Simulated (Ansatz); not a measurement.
# O vacancy in ZrSiO4

Computed with the plane-wave PAW code Ansatz (scalar-relativistic, PAW set soft_2): PBEsol, collinear spin, 420 eV cutoff, k-mesh 2×2×2.

The relaxed host crystal (Kohn–Sham gap 4.70 eV over the whole zone):

```
Zr Si O
1.0
    -3.30809    3.30809    2.98847
     3.30809   -3.30809    2.98847
     3.30809    3.30809   -2.98847
Zr Si O
2 2 8
Direct
  0.00000 0.00000 0.00000
  0.75000 0.25000 0.50000
  0.50000 0.50000 0.00000
  0.25000 0.75000 0.50000
  0.13461 0.31898 0.81563
  0.06898 0.75335 0.68437
  0.06898 0.38461 0.31563
  0.50335 0.31898 0.18437
  0.68102 0.49665 0.81563
  0.61539 0.93102 0.68437
  0.24665 0.93102 0.31563
  0.68102 0.86539 0.18437
```

Supercell of 36 atoms, rows of the matrix [[0,-1,-1],[1,0,1],[-2,-1,0]] times the cell vectors; O vacancy at (0.135, 0.319, 0.816) in fractions of the cell above. Atoms are relaxed at the host's cell, from a start shaken by 0.03 Å near the defect; charged cells sit in a uniform background.

Nearest atoms to the empty O site: in the perfect crystal Si 1.63 Å; charge +2: Zr 2.25 Å, O 2.32 Å, O 2.35 Å; charge +1: Si 1.63 Å, Zr 2.22 Å, O 2.30 Å; charge 0: Si 1.41 Å, Zr 2.18 Å, Zr 2.29 Å.

The largest move of an atom from its ideal place is 0.8 Å at charge +2, 0.2 Å at charge +1, 0.2 Å at charge 0, so the cell at charge +2 rearranged and didn't merely relax.

```tsv
charge	moment of the cell (μB)	gap of the cell on the mesh (eV)	carriers
+2	0.00	3.68	none in the bands
+1	0.00	0.00	level in the gap, partly filled
0	0.00	2.61	none in the bands
```

On this mesh the host's own supercell has a gap of 4.73 eV.

At charge +1 a level in the gap is left partly filled; a distortion or another spin state could split it and lower the energy.

Formation energy of the neutral defect: 5.70 eV, taking atoms from and to the elements' standard states (no corrections for gases), so it belongs to those chemical potentials alone.

Caveats: a moment set at the start was lost; at charge +1: bands were filled unevenly over the k points at some point of the run, the odd electron ends without a moment, so a state with one unpaired electron may lie lower; semilocal functionals make gaps too small, which shifts levels too; small supercell, so energies and levels can be off by tenths of an eV; one random start near the defect, so other minima are possible.
